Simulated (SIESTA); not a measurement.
# Au in SIESTA: the effect of basis

Slab: Au, a slab with vacuum.

```xyz
6
Lattice="2.9000 0.0000 0.0000 -1.4500 2.5115 0.0000 0.0000 0.0000 27.2000" Properties=species:S:1:pos:R:3 pbc="T T T"
Au    0.0000    1.6743    7.5000
Au    1.4500    0.8372    9.9400
Au    0.0000    1.6743   12.3800
Au    1.4500    0.8372   14.8200
Au    0.0000    1.6743   17.2600
Au    1.4500    0.8372   19.7000
```

The slab is cut from a database's or a generator's crystal, which needn't be the stable form of the element.

Alike in all runs:

- Program: SIESTA 5.4.2
- Task: single point
- Functional: PBE
- Potentials or basis: PseudoDojo 0.4 standard (PBE files)
- Grid cutoff: 800 Ry
- Energy shift: 0.003 Ry
- k mesh: 8 × 8 × 1
- Occupations: fermi-dirac, width 0.05 eV
- Spin: no spin polarisation

```csv
basis,largest force (eV/Å)
SZ,1.45
SZP,0.25
DZ,0.51
DZP,0.29
DZDP,0.25
TZP,?
TZDP,0.21
```

Q: What does the run with basis TZP give?

A: Largest force 0.23 eV/Å.

Caveats: the basis has no polarisation orbitals (some runs).
